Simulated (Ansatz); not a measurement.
A crystal relaxed with r2SCAN in the PAW code Ansatz has space group P6_3/mmc (No. 194) and a = 3.953 Å, c = 4.828 Å.

| atom | site | x | y | z |
| --- | --- | --- | --- | --- |
| Xx | 2c | 0.3333 | 0.6667 | 0.2500 |
| H | 2d | 0.6667 | 0.3333 | 0.2500 |

With r2SCAN the valence top lies at K–Γ (0.75 of the way from K) and the conduction bottom at K, 3.67 eV higher; the smallest vertical gap, at K–Γ (0.10 of the way from K), is 4.44 eV. The HSE06 gap is indirect, 4.26 eV (Γ–M (0.33 of the way from Γ) to K), below the direct gap of 5.10 eV at K–Γ (0.10 of the way from K). Meshes: r2SCAN 12×12×6, HSE06 6×6×4. r2SCAN's ε∞ is 2.6 along all three axes, to this precision.

Task: Which element is Xx?
A. K
B. Rb
C. Na
D. Li

Result: C. Xx is Na: NaH (h-MgO type). Na is surrounded by 5 H at 2.28–2.41 Å; H is surrounded by 5 Na at 2.28–2.41 Å.

(Calculated; spin-unpolarised; the phase may be known or hypothetical.)

Where an edge lies off the special points, it is a point of the mesh or the k point where a search put PBE's edge or least direct gap, reused for the other functionals, whose own edges may lie a little apart.

The meshes of the hybrids are coarse, so their gaps aren't converged to the digits shown.
